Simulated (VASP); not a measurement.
# Sb in VASP: work function with PBE

Aim: the work function of Sb with PBE.

Everything below comes from runs of VASP 6.6.1. Logs are shortened: lines on timing, memory, paths and dates and some standing lists are left out, and cuts for length are marked.

### 1 The structure

The cell holds a sheet with vacuum, 2 atoms: a = 3.133 Å, b = 3.133 Å, c = 31.360 Å, α = 90.00°, β = 90.00°, γ = 90.00°.

The cell was built by a generator and needn't be a form met in nature.

### 2 Work function, PBE

INCAR reads:

```
SYSTEM = Sb
PREC = Accurate
ENCUT = 520
EDIFF = 1E-7
ISMEAR = 0
SIGMA = 0.05
LREAL = .FALSE.
LASPH = .TRUE.
NELM = 80
ALGO = Normal
ISIF = 2
LWAVE = .FALSE.
LCHARG = .TRUE.
LDIPOL = .TRUE.
IDIPOL = 3
DIPOL = 0.5 0.5 0.287
GGA = PE
LELF = .TRUE.
LVHAR = .TRUE.
LVACPOTAV = .TRUE.
```

KPOINTS reads:

```
Automatic mesh
0
G
  9 9 1
  0 0 0
```

POSCAR reads:

```
Sb
1.0
    3.1333400000      0.0000000000      0.0000000000
    0.0000000000      3.1333400000      0.0000000000
    0.0000000000      0.0000000000     31.3600000000
Sb
2
Direct
    0.0000000000      0.0000000000      0.2420100000
    0.0000000000      0.0000000000      0.3319700000
```

Potentials or basis: VASP PAW PBE potentials, release 64 (Sb).

Launch:

```bash
cat potpaw_PBE.64/Sb/POTCAR > POTCAR
mpirun -np 1 vasp_std > vasp.out
```

OUTCAR:

```text
SYSTEM = Sb
   PREC = Accurate
   ENCUT = 520
   EDIFF = 1E-7
   ISMEAR = 0
   LREAL = .FALSE.
   LASPH = .TRUE.
   NELM = 80
   ISIF = 2
   GGA = PE

 ion  position               nearest neighbor table
   1  0.000  0.000  0.242-   2 2.82
   2  0.000  0.000  0.332-   1 2.82

  LATTYP: Found a simple tetragonal cell.
 ALAT       =     3.1333400000
 C/A-ratio  =    10.0084893436

  Lattice vectors:

 A1 = (   3.1333400000,   0.0000000000,   0.0000000000)
 A2 = (   0.0000000000,   3.1333400000,   0.0000000000)
 A3 = (   0.0000000000,   0.0000000000,  31.3600000000)

Analysis of symmetry for initial positions (statically):
=====================================================================
 Subroutine PRICEL returns:
 Original cell was already a primitive cell.

 Routine SETGRP: Setting up the symmetry group for a
 simple tetragonal supercell.

 Subroutine GETGRP returns: Found 16 space group operations
 (whereof  8 operations were pure point group operations)
 out of a pool of 16 trial point group operations.

The static configuration has the point symmetry C_4v.
 The point group associated with its full space group is D_4h.

Analysis of symmetry for dynamics (positions and initial velocities):
=====================================================================
 Subroutine PRICEL returns:
 Original cell was already a primitive cell.

 Routine SETGRP: Setting up the symmetry group for a
 simple tetragonal supercell.

 Subroutine GETGRP returns: Found 16 space group operations
 (whereof  8 operations were pure point group operations)
 out of a pool of 16 trial point group operations.

The dynamic configuration has the point symmetry C_4v.
 The point group associated with its full space group is D_4h.

 Subroutine INISYM returns: Found 16 space group operations
 (whereof  8 operations are pure point group operations),
 and found     1 'primitive' translations

----------------------------------------------------------------------------------------

                                     Primitive cell

  volume of cell :     307.8868

  direct lattice vectors                    reciprocal lattice vectors
     3.133340000  0.000000000  0.000000000     0.319148257  0.000000000  0.000000000
     0.000000000  3.133340000  0.000000000     0.000000000  0.319148257  0.000000000
     0.000000000  0.000000000 31.360000000     0.000000000  0.000000000  0.031887755

  length of vectors
     3.133340000  3.133340000 31.360000000     0.319148257  0.319148257  0.031887755

  position of ions in fractional coordinates (direct lattice)
     0.000000000  0.000000000  0.242010000
     0.000000000  0.000000000  0.331970000

[... 82 lines left out ...]
   EFERMI_NEDOS =   21; number of points for ismear=-14 and -15
   IALGO  =     38    algorithm
   IMIX   =      4    mixing-type and parameters
     AMIX     =   0.40;   BMIX     =  1.00
     AMIX_MAG =   1.60;   BMIX_MAG =  1.00
  volume/ion in A,a.u.               =     153.94      1038.86
  Fermi-wavevector in a.u.,A,eV,Ry     =   0.522329  0.987059  3.712050  0.272828
  Thomas-Fermi vector in A             =   1.541083
   LORBIT       =      0    0 simple, 1 ext, 2 COOP (PROOUT), +10 PAW based schemes
   GGA     = PE    functional components
   LHFCALC =     F    Hartree Fock is set to
   AEXX    =    0.0000 exact exchange contribution
   IVDW    =     0    specifies the selected vdW correction
   LEPSILON=     F    determine dielectric tensor
   LRPA    =     F    only Hartree local field effects (RPA)
 non-spin polarized calculation
 Gauss-broadening in eV      SIGMA  =   0.05
  energy-cutoff  :      520.00
  volume of cell :      307.89
 maximum number of plane-waves:      8352
 NGX is ok and might be reduce to    24
   NGX = 11   NGY = 11   NGZ =117

 dipolmoment           0.000000      0.000000     -0.000002 electrons x Angstroem

 number of electron      10.0000000 magnetization

 dipolmoment           0.000000      0.000000      0.000000 electrons x Angstroem

 Free energy of the ion-electron system (eV)
  ---------------------------------------------------
  ext. energy  EPLUGINS =         0.00000000
  ---------------------------------------------------
  free energy    TOTEN  =        -7.95336214 eV

  energy without entropy =       -7.94978394  energy(sigma->0) =       -7.95157304

 E-fermi :  -1.5592     XC(G=0):  -2.2432

 val. band max:       -1.5739332469   @ k =   0.4444   0.3333   0.0000
 cond. band min:      -1.5411250287   @ k =   0.0000   0.0000   0.0000
 fundamental gap:      0.0328082182
 Fermi energy:        -1.5591602031

 k-point     1 :       0.0000    0.0000    0.0000
  band No.  band energies     occupation
      1     -13.8635      2.00000
      2     -11.8686      2.00000
      3      -5.7788      2.00000
      4      -1.5411      0.60997
      5       1.5464      0.00000
      6       1.5464      0.00000
      7       1.6033      0.00000
      8       2.0837      0.00000
      9       2.1972      0.00000
[... 157 lines left out ...]
 k-point    15 :       0.4444    0.4444    0.0000
  band No.  band energies     occupation
      1      -9.4991      2.00000
      2      -7.1522      2.00000
      3      -4.9163      2.00000
      4      -4.8353      2.00000
      5      -3.3934      2.00000
      6      -3.2143      2.00000
      7      -1.9545      2.00000
      8       1.1169      0.00000
      9       2.8344      0.00000

------------------------ aborting loop because EDIFF is reached ----------------------------------------

 vacuum level on the upper side and lower side of the slab       (xc-potential included)        -0.089        -0.086

  FORCE on cell =-STRESS in cart. coord.  units (eV):
  Direction    XX          YY          ZZ          XY          YZ          ZX
  --------------------------------------------------------------------------------------
  -------------------------------------------------------------------------------------
  Total        0.7050859      0.7050859      0.3272757      0.0000000      0.0000000      0.0000000
  in kB        3.6691168      3.6691168      1.7030731      0.0000000      0.0000000      0.0000000
  external PRESSURE =       3.0137689 kB  Pullay stress =       0.0000000 kB

 VOLUME and BASIS-vectors are now :
 -----------------------------------------------------------------------------
  energy-cutoff  :      520.00
  volume of cell :      307.89
      direct lattice vectors                 reciprocal lattice vectors
     3.133340000  0.000000000  0.000000000     0.319148257  0.000000000  0.000000000
     0.000000000  3.133340000  0.000000000     0.000000000  0.319148257  0.000000000
     0.000000000  0.000000000 31.360000000     0.000000000  0.000000000  0.031887755

 POSITION                                       TOTAL-FORCE (eV/Angst)
 -----------------------------------------------------------------------------------
      0.00000      0.00000      7.58943        -0.000000      0.000000     -0.116800
      0.00000      0.00000     10.41058         0.000000      0.000000      0.116800
 -----------------------------------------------------------------------------------
    total drift:                                0.000000      0.000000      0.000002

  FREE ENERGIE OF THE ION-ELECTRON SYSTEM (eV)
  ---------------------------------------------------
  free  energy   TOTEN  =        -7.9533621385 eV

  energy  without entropy=       -7.9497839391  energy(sigma->0) =       -7.95157304

 vacuum level on the upper side and lower side of the slab         2.124         2.124
```

OSZICAR:

```text
N       E                     dE             d eps       ncg     rms          rms(c)
DAV:   1     0.595954376533E+02    0.59595E+02   -0.29034E+03   270   0.721E+02
DAV:   2    -0.439127021865E+01   -0.63987E+02   -0.54868E+02   460   0.954E+01
DAV:   3    -0.792097292966E+01   -0.35297E+01   -0.34863E+01   312   0.352E+01
[... 14 lines left out ...]
DAV:  18    -0.795336057727E+01   -0.43687E-05   -0.25235E-07   342   0.122E-03    0.915E-05
DAV:  19    -0.795336137400E+01   -0.79673E-06   -0.68033E-09   368   0.338E-04    0.678E-05
DAV:  20    -0.795336198983E+01   -0.61584E-06   -0.42104E-09   301   0.225E-04    0.295E-05
DAV:  21    -0.795336209882E+01   -0.10899E-06   -0.71988E-10   288   0.136E-04    0.130E-05
DAV:  22    -0.795336213845E+01   -0.39626E-07   -0.15584E-11   231   0.791E-05
   1 F= -.79533621E+01 E0= -.79515730E+01  d E =-.357820E-02
```

Wall time 37 s (1 thread of Intel Xeon 6975P-C (Granite Rapids), shared host); peak memory 0.36 GiB.

What came out:

```yaml
Free_energy: -7.9534 eV
Largest_force: 0.117 eV/Å
Band_gap_on_the_k_mesh: none (metal or under the smearing width)
Work_function_of_the_upper_face: 3.68 eV
Work_function_of_the_lower_face: 3.68 eV
```

Forces in eV/Å, atoms in the order of the input:
```
Sb   0.000  0.000 -0.117
Sb   0.000  0.000  0.117
```

Levels at points of the mesh, in eV from the Fermi level:
| k point | band 3 | band 4 | band 5 | band 6 | band 7 | band 8 |
| --- | --- | --- | --- | --- | --- | --- |
| (0.00, 0.00, 0.00) | -4.22 | 0.02 | 3.11 | 3.11 | 3.16 | 3.64 |

Spin-orbit coupling is left out, which matters for the levels of Sb.

### 3 The reference run

An earlier run on the cell as given: functional PBE; potentials or basis VASP PAW PBE potentials, release 64 (Sb); cutoff 520 eV; k mesh 9 × 9 × 1; occupations fermi-dirac, width 0.05 eV; no spin polarisation.

- Largest force: 0.053 eV/Å
- Band gap on the k mesh: none (metal or under the smearing width)
